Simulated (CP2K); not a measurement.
BN in CP2K: the effect of functional

BN:

```
CELL_PARAMETERS angstrom
4.11208 0.00000 0.00000
1.14102 2.22635 0.00000
2.97106 -0.81903 2.07022
ATOMIC_POSITIONS crystal
N 0.66665 0.66665 0.33335
B 0.00005 0.00005 0.99995
```

Measurements of this composition are mostly on another form, of space group No. 194.

Alike in all runs:

```yaml
Program: CP2K 2026.2
Task: single point
Potentials_or_basis: POTENTIAL_UZH N GTH-PBE-q5, B GTH-PBE-q3; TZVP-MOLOPT-PBE-GTH basis
Density_cutoff: 9184 eV
k_mesh: 13 × 13 × 13
Occupations: fermi-dirac, width 0.05 eV
Spin: no spin polarisation
```

```csv
functional,gap on the mesh (eV),pressure (GPa)
PBE,3.91,3.4
LDA,3.69,2.1
PBEsol,3.78,2.5
AM05,3.83,3.1
RPBE,4.02,4.4
vdW-DF-cx,3.86,1.9
r2SCAN,?,?
```

Problem. What does the run with functional r2SCAN give?

Solution. gap on the mesh 4.41 eV; pressure 0.3 GPa.

Caveats: an odd mesh through Γ misses points on the zone boundary, where band edges often lie; the basis of atomic orbitals isn't converged, which shifts pressures, moduli and gaps; the potentials were made for another functional, which shifts forces and pressure (some runs).
